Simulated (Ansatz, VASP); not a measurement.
# WS2 (Tungstenite): VASP beside Ansatz, part 2 of 2

Aim: how closely do two programs agree when they are given the same cell, functional and k mesh?

VASP 6.6.1 and Ansatz 0.2.0.

So far: The structure; Ansatz: relaxation of cell and atoms, PBEsol; VASP: relaxation of cell and atoms, PBEsol.

## Step 3: VASP: relaxation of cell and atoms, PBEsol (continued)

Level of this step: PBEsol, no spin polarisation; plane waves and PAW (W, S) (VASP).

Numbers of over 12 decimals in the logs are rounded to 6 here.

Parts of OUTCAR (step 3):

```text
ion  position               nearest neighbor table
   1  0.333  0.667  0.250-   4 2.40   6 2.40   4 2.40   6 2.40   4 2.40   6 2.40
   2  0.667  0.333  0.750-   3 2.40   5 2.40   3 2.40   5 2.40   3 2.40   5 2.40
   3  0.333  0.667  0.623-   2 2.40   2 2.40   2 2.40
   4  0.667  0.333  0.123-   1 2.40   1 2.40   1 2.40
   5  0.333  0.667  0.877-   2 2.40   2 2.40   2 2.40
   6  0.667  0.333  0.377-   1 2.40   1 2.40   1 2.40

  LATTYP: Found a hexagonal cell.
 ALAT       =     3.1532000000
 C/A-ratio  =     3.9080933655

 Subroutine GETGRP returns: Found 24 space group operations
 (whereof 12 operations were pure point group operations)

The static configuration has the point symmetry D_3d.
 The point group associated with its full space group is D_6h.

 Found     28 irreducible k-points:

   k-points           NKPTS =     28   k-points in BZ     NKDIM =     28   number of bands    NBANDS=     24

   dimension x,y,z NGX =    24 NGY =   24 NGZ =   96
   dimension x,y,z NGXF=    48 NGYF=   48 NGZF=  192

   ENCUT  =  520.0 eV  38.22 Ry    6.18 a.u.   5.86  5.86 22.91*2*pi/ulx,y,z

   NELECT =      36.0000    total number of electrons

 k-points in reciprocal lattice and weights: Automatic mesh
   0.00000000  0.00000000  0.00000000       0.003
   0.10000000 -0.00000000  0.00000000       0.020
   0.20000000 -0.00000000  0.00000000       0.020
   0.30000000 -0.00000000  0.00000000       0.020
   0.40000000  0.00000000  0.00000000       0.020
   0.50000000 -0.00000000  0.00000000       0.010
   0.10000000  0.10000000  0.00000000       0.020
   0.20000000  0.10000000  0.00000000       0.040
   0.30000000  0.10000000  0.00000000       0.040
[...]
0.40000000  0.20000000  0.33333333       0.040
   0.30000000  0.30000000  0.33333333       0.040

 average (electrostatic) potential at core
       1 -39.8196       2 -39.8196       3 -85.9880       4 -85.9880       5 -85.9880
       6 -85.9880

 E-fermi :   6.4935

 k-point     1 :       0.0000    0.0000    0.0000
  band No.  band energies     occupation
    ...
     14       3.9096      2.00000
     15       3.9096      2.00000
     16       4.3535      2.00000
     17       4.8168      2.00000
     18       5.9568      1.99996
     19       8.4448      0.00000
     20       8.4448      0.00000
     21       8.4535      0.00000
     22       8.4535      0.00000
     23       8.5481      0.00000
    ...

 k-point     2 :       0.1000   -0.0000    0.0000
  band No.  band energies     occupation
    ...
     14       3.6458      2.00000
     15       3.9052      2.00000
     16       4.6405      2.00000
     17       4.8330      2.00000
     18       5.6853      2.00000
     19       8.1550      0.00000
     20       8.2939      0.00000
     21       8.3813      0.00000
     22       8.3815      0.00000
     23       8.3982      0.00000
    ...

 k-point     3 :       0.2000   -0.0000    0.0000
  band No.  band energies     occupation
    ...
     14       3.2401      2.00000
     15       3.6666      2.00000
     16       4.4087      2.00000
     17       4.6862      2.00000
     18       4.9324      2.00000
     19       7.4745      0.00000
     20       8.0868      0.00000
     21       8.2589      0.00000
     22       8.2795      0.00000
     23       8.3285      0.00000
    ...

  Total        0.0101907      0.0101907      0.0110023      0.0000000      0.0000000      0.0000000
  in kB        0.1508922      0.1508922      0.1629095      0.0000000      0.0000000      0.0000000
  external PRESSURE =       0.1548979 kB  Pullay stress =       0.0000000 kB

  energy-cutoff  :      520.00
  volume of cell :      108.20
      direct lattice vectors                 reciprocal lattice vectors
     3.142051120 -0.000000000 -0.000000000     0.318263441  0.183749483  0.000000000
    -1.571025560  2.721096090 -0.000000000     0.000000000  0.367498966  0.000000000
     0.000000000 -0.000000000 12.655778897     0.000000000  0.000000000  0.079015287

 POSITION                                       TOTAL-FORCE (eV/Angst)
 -----------------------------------------------------------------------------------
     -0.00000      1.81406      3.16394         0.000000     -0.000000     -0.000000
      1.57103      0.90703      9.49183         0.000000     -0.000000     -0.000000
     -0.00000      1.81406      7.92369        -0.000000     -0.000000      0.001809
      1.57103      0.90703      1.59580         0.000000     -0.000000      0.001809
     -0.00000      1.81406     11.05997        -0.000000      0.000000     -0.001809
      1.57103      0.90703      4.73208        -0.000000      0.000000     -0.001809
 -----------------------------------------------------------------------------------
    total drift:                               -0.000000      0.000000     -0.000000

  FREE ENERGIE OF THE ION-ELECTRON SYSTEM (eV)
  ---------------------------------------------------
  free  energy   TOTEN  =       -50.6693832083 eV

  energy  without entropy=      -50.6693829843  energy(sigma->0) =      -50.66938310

 reached required accuracy - stopping structural energy minimisation

 total charge
# of ion       s       p       d       tot
------------------------------------------
    1        0.570   0.731   4.322   5.623
    2        0.570   0.731   4.322   5.623
    3        1.354   2.346   0.000   3.700
    4        1.354   2.346   0.000   3.700
    5        1.354   2.346   0.000   3.700
    6        1.354   2.346   0.000   3.700
--------------------------------------------------
tot          6.554  10.847   8.644  26.045

[... 3 further parts left out ...]
```

CONTCAR:

```
WS2
   1.00000000000000
     3.1420511200758212   -0.0000000000000000   -0.0000000000000000
    -1.5710255600379106    2.7210960899620598   -0.0000000000000000
     0.0000000000000000   -0.0000000000000000   12.6557788974146028
  W               S
     2     4
Direct
     0.3333333332999970    0.6666666667000030    0.2500000000000000
     0.6666666667000030    0.3333333332999970    0.7500000000000000
     0.3333333332999970    0.6666666667000030    0.6260929567746212
     0.6666666667000030    0.3333333332999970    0.1260929567746210
     0.3333333332999970    0.6666666667000030    0.8739070432253789
     0.6666666667000030    0.3333333332999970    0.3739070432253790
```

The bonds form layers, held to each other by dispersion, which PBEsol lacks, so the spacing between them is unreliable.

## Step 4: Side by side

Known differences besides the potentials themselves: both relaxations stop at a tolerance, which leaves soft axes loose, and VASP keeps its plane-wave basis; the data sets hold 52 valence electrons in Ansatz (default PAW (the set named soft_2) files) and 36 in VASP; the cutoff is 420 eV in Ansatz and 520 eV in VASP; Ansatz makes its cores anew for this functional, VASP keeps those of its PBE data sets; Ansatz adds a Pulay correction to the stress that steers its cell, VASP none. Total energies have different zeros and are not compared.

Compared:

```
                                         quantity  Ansatz    VASP  difference
                                      volume (Å³)  108.80  108.20     +0.55 %
edge a after relaxation, in the typed setting (Å)   3.146   3.142     +0.13 %
edge c after relaxation, in the typed setting (Å)  12.693  12.656     +0.29 %
```

The walks stopped with 0.01 GPa left in Ansatz and 0.02 GPa in VASP; each walk ends within a tolerance, so the volume difference is uncertain by about these residues over the bulk modulus, most in soft cells.

## Step 5: Summary of results

| Property | Result |
| --- | --- |
| difference in volume (relaxation of cell and atoms, PBEsol) | 0.55 % |

**Reading.** The difference in volume is 0.55 % (relaxation of cell and atoms, PBEsol), within the 1.2 % picked in this series as the mark of a large difference, as far as the stopping tolerances let one tell. Such differences can come from data sets, numerical settings and the points named under the comparisons, not from the functional's error against experiment.

[Lines on the potential files, build, host, timing and source positions are cut from VASP's logs without a mark.]

[Logs are printed without paths, hosts, clocks, repeated set-up lines and the standing remarks that a program may print on its own settings, such as how far it seeks lower states.]

[Hosts, paths, dates, database ids (printed as entryN), source tags and the programs' standing remarks are cut or masked in the printed files.]
